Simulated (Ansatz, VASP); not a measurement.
**One calculation of BaTiO3, two programs**

```
CELL_PARAMETERS angstrom
4.00600 0.00000 0.00000
0.00000 4.00600 0.00000
0.00000 0.00000 4.00600
ATOMIC_POSITIONS crystal
Ba 0.50000 0.50000 0.50000
Ti 0.00000 0.00000 0.00000
O 0.50000 0.00000 0.00000
O 0.00000 0.50000 0.00000
O 0.00000 0.00000 0.50000
```

Alike in both runs: task single point; functional PBE; k mesh 6 × 6 × 6; no spin polarisation; Hubbard terms Ti d U = 6.0 eV.

```csv
,VASP,Ansatz
version,VASP 6.6.1,Ansatz 0.2.0
potentials or method,"VASP PAW PBE potentials, release 64 (Ba_sv, Ti_sv, O)","plane waves, PAW"
plane-wave cutoff (eV),520,470
occupations,"gaussian, width 0.01 eV",fixed
valence electrons in the cell,40,40
```

VASP gave:

| Quantity | Value |
| --- | --- |
| gap on the k mesh at the Fermi level (eV) | 2.48 |

**Question.** What did Ansatz give for the same quantities?

**Answer.** gap on the k mesh at the Fermi level (eV): 2.55.

The programs project onto different local orbitals, so the same U acts differently.

Caveats: spin-orbit coupling is left out, which moves the levels of the heavy elements. A k mesh can miss the band edges.
